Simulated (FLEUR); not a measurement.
# SiC (Moissanite) under changes of volume

One of the cells (10.341 Å³/atom); the others are scaled copies at fixed shape and fractional positions:

```
Si C
1.0
     3.07600    0.00000    0.00000
    -1.53800    2.66389    0.00000
     0.00000    0.00000    5.04800
Si C
2 2
Cartesian
  1.5380 0.8880 2.5240
  0.0000 1.7759 0.0000
  1.5380 0.8880 4.4675
  0.0000 1.7759 1.9435
```

```yaml
Program: FLEUR MaX-R8.1 (later development tree)
Functional: PBE
Potentials_or_basis: all-electron
Basis: FLAPW
Kmax: 4.88 1/bohr
k_mesh: 10 × 10 × 5
Occupations: fermi-dirac, width 0.05 eV
Spin: no spin polarisation
```

```csv
volume (Å³/atom),energy over the lowest point (meV/atom),gap on the mesh (eV)
9.721,45.62,2.38
9.927,24.13,2.41
10.134,9.87,2.45
10.341,1.98,2.48
10.548,0.00,2.51
10.755,?,?
10.961,11.49,2.48
```

Problem. What does the run at 10.755 Å³/atom give?

Solution. Energy over the lowest point 3.34 meV/atom; gap on the mesh 2.52 eV.

Worked out: A Birch-Murnaghan fit of order 3 (a polynomial in V^(-2/3)) to the other rows has its minimum at 10.52 Å³/atom with B0 = V·E''(V) = 212 GPa and B' = 4.1 at fixed shape and positions, which overstates the stiffness. It gives 3.37 meV/atom at 10.755 Å³/atom, against the run's 3.34. A parabola through the other rows of the gap, of slope -0.211 eV per unit of ln V there, gives 2.50 eV, against the run's 2.52.

Energies are extrapolated to zero smearing.

Caveats: the plane-wave cutoff is short for the semicore states, which can make moduli rough; an odd mesh through Γ misses points on the zone boundary, where band edges often lie.
